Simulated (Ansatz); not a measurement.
# CdSe: response to strain

Aim: deform CdSe (zz strain of +1 %) and compute stress, forces and field gradients with LAPW, PAW and all-electron datasets made for the crystal.

Method: DFT PBE, scalar-relativistic, in Ansatz 0.2.0.

### Step 1. The structure to begin with

Symmetry: F-43m, No. 216, cubic system. The conventional cell has a = 6.141 Å, b = 6.141 Å, c = 6.141 Å, α = 90.00°, β = 90.00°, γ = 90.00°. Cd (site symmetry -43m) has 4 Se at 2.66 Å as nearest neighbours. Se (site symmetry -43m) is surrounded by 4 Cd at 2.66 Å.

As a file:

```xyz
2
Lattice="0.0000 3.0703 3.0703 3.0703 0.0000 3.0703 3.0703 3.0703 0.0000" Properties=species:S:1:pos:R:3 pbc="T T T"
Cd    0.0000    0.0000    0.0000
Se    1.5351    1.5351    1.5351
```

Atoms are numbered in the order of the input: Cd1, Se2.

### Step 2. The deformed structure

Space group F-43m before, I-4m2 after.

### Step 3. Full-potential LAPW

The input, input.yaml:

```yaml
crystal:
  lattice:
    - [0.0, 3.0702711986, 3.1009739106]
    - [3.0702711986, 0.0, 3.1009739106]
    - [3.0702711986, 3.0702711986, 0.0]
  atoms:
    - { symbol: Cd, position: [0.0, 0.0, 0.0] }
    - { symbol: Se, position: [0.25, 0.25, 0.25] }
kpoints:
  mp_grid: { grid: [8, 8, 8] }
  band_path:
    path:
      - [0.0, 0.0, 0.0]
      - [0.5, 0.0, 0.5]
      - [0.75, 0.25, 0.5]
      - [0.5, 0.5, 0.5]
      - [0.0, 0.0, 0.0]
      - [0.5, 0.5, 0.0]
      - [0.6274629938, 0.6274629938, 0.2549259876]
      - [0.3725370062, 0.3725370062, 0.7450740124]
      - [0.0, 0.0, 0.0]
    npoints: 5
scf:
  occupations: { method: fermi_dirac, width: 0.03 }
hamiltonian:
  xc: pbe
  pseudopotentials: { kind: all_electron, lapw: { basis_error: 0.001 } }
output:
  forces: true
  stress: true
  eigenvalues: true
```

Launch:

```console
> ansatz run input.yaml --threads 1 --pin off --max-ram 3072MiB --backend cpu --events-out ev --progress --plain --runs-dir out
```

### Step 4. Frozen-core PAW

The input, input.yaml:

```yaml
crystal:
  lattice:
    - [0.0, 3.0702711986, 3.1009739106]
    - [3.0702711986, 0.0, 3.1009739106]
    - [3.0702711986, 3.0702711986, 0.0]
  atoms:
    - { symbol: Cd, position: [0.0, 0.0, 0.0] }
    - { symbol: Se, position: [0.25, 0.25, 0.25] }
kpoints:
  mp_grid: { grid: [8, 8, 8] }
scf:
  occupations: { method: fermi_dirac, width: 0.03 }
hamiltonian:
  xc: pbe
  pseudopotentials: { kind: paw }
output:
  forces: true
  stress: true
  eigenvalues: true
  efg: { contact_densities: true }
```

### Step 5. Datasets made for this crystal

Changes to input.yaml since step 4:

```diff
@@ -14,3 +14,3 @@
   xc: pbe
-  pseudopotentials: { kind: paw }
+  pseudopotentials: { kind: all_electron, datasets: crystal }
 output:
```

(Steps that only read results are left out.)

Q: Predict the outcome of this session. Wanted: pressure; largest shear or deviatoric stress.

As calculated:

```
                                 quantity                                           value
                                 pressure  LAPW 0.81, PAW 0.79, crystal datasets 0.80 GPa
largest shear or deviatoric stress (LAPW)                                        0.11 GPa
```

The largest part of the stress beyond the pressure is 0.11 GPa in size, in the zz component; the atoms are carried along and not relaxed. No run of the undeformed cell stands beside it, so the pressure holds what the given cell had before the change. PAW: stress within 0.02 GPa of LAPW. Crystal datasets: stress within 0.01 GPa of LAPW.
